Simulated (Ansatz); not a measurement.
Theory: DFT, revPBE, plane waves (420 eV) with PAW, scalar-relativistic in Ansatz. (PAW data from PBE, frozen cores regenerated.)

An element in the omega (AlB2-type) structure gives this curve. The cell is scaled uniformly from the relaxed one, with fractional coordinates and shape fixed. Energies are extrapolated to zero smearing, pressures are those at the given smearing. Magnetic state: spin not included.

| V (Å³/atom) | E − E₀ (meV/atom) | P (GPa) |
| --- | --- | --- |
| 39.147 | 39.4 | 2.50 |
| 40.927 | 16.8 | 1.53 |
| 42.706 | 4.1 | 0.70 |
| 44.486 | 0.0 | 0.00 |
| 46.265 | 3.0 | -0.59 |
| 48.045 | 12.1 | -1.08 |
| 49.824 | 26.3 | -1.50 |

Task: Which element is it?
A. calcium
B. strontium
C. yttrium
D. sodium

Result: A. Its fit is V₀ = 44.58 Å³/atom, B₀ = 16.0 GPa, B₀′ = 3.2.
